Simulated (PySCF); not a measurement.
# Functional dependence of a UV spectrum

Compound: cyclobutene, C₄H₆.
SMILES: `C1C=CC1`

Linear-response calculations in the def2-SVPD basis (PySCF; singlets by full response, triplets Tamm–Dancoff, core orbitals frozen in the response; HF means time-dependent Hartree–Fock). 'Strongest' is the level of largest summed f among the singlets computed (10 roots, of which the last may lack a degenerate partner); it can jump between rows when another state enters that window. S1 is the lowest singlet of each run and needn't be the same state throughout; f(S1) is that of one state. Isolated species at its PBE0-D3(BJ)/def2-SVP geometry, gas phase.

```csv
functional,kind,S1 (eV),f(S1),strongest (eV),T1 (eV),HOMO (eV),gap (eV),"ionisation energy, ΔSCF (eV)"
LDA,LDA,6.56,0.000,7.01,4.60,-6.19,5.36,9.65
PBE,GGA,6.48,0.000,7.02,4.36,-6.05,5.41,9.43
B3LYP,"global hybrid, 20% exact exchange",6.75,0.001,7.08,4.29,-6.94,7.09,9.46
PBE0,"global hybrid, 25% exact exchange",7.01,0.001,7.18,4.22,-7.16,7.57,9.42
BHandHLYP,"global hybrid, 50% exact exchange",7.16,0.008,7.18,4.11,-8.11,9.63,9.25
CAM-B3LYP,range-separated hybrid,7.08,0.006,7.15,4.23,-8.48,10.04,9.48
wB97X-D,range-separated hybrid,7.19,0.223,7.19,4.36,-9.00,11.26,9.42
LC-wPBE,range-separated hybrid,7.29,0.234,7.29,4.10,-9.87,12.64,9.51
HF,Hartree–Fock,7.19,0.272,7.19,3.58,-9.54,12.57,not settled
```

S1 runs from 6.48 eV (PBE) to 7.29 eV (LC-wPBE), a spread of 0.82 eV, while the orbital gap spreads over 7.3 eV. Along PBE (0%), B3LYP (20%), PBE0 (25%), BHandHLYP (50%), HF (100%) S1 rises with the share of exact exchange. −ε(HOMO) comes closest to its own ΔSCF ionisation energy with LC-wPBE (+0.36 eV) and misses most with LDA (-3.47 eV). 'Not settled' means that the ion's SCF failed to converge or may have ended in another state than the lowest.
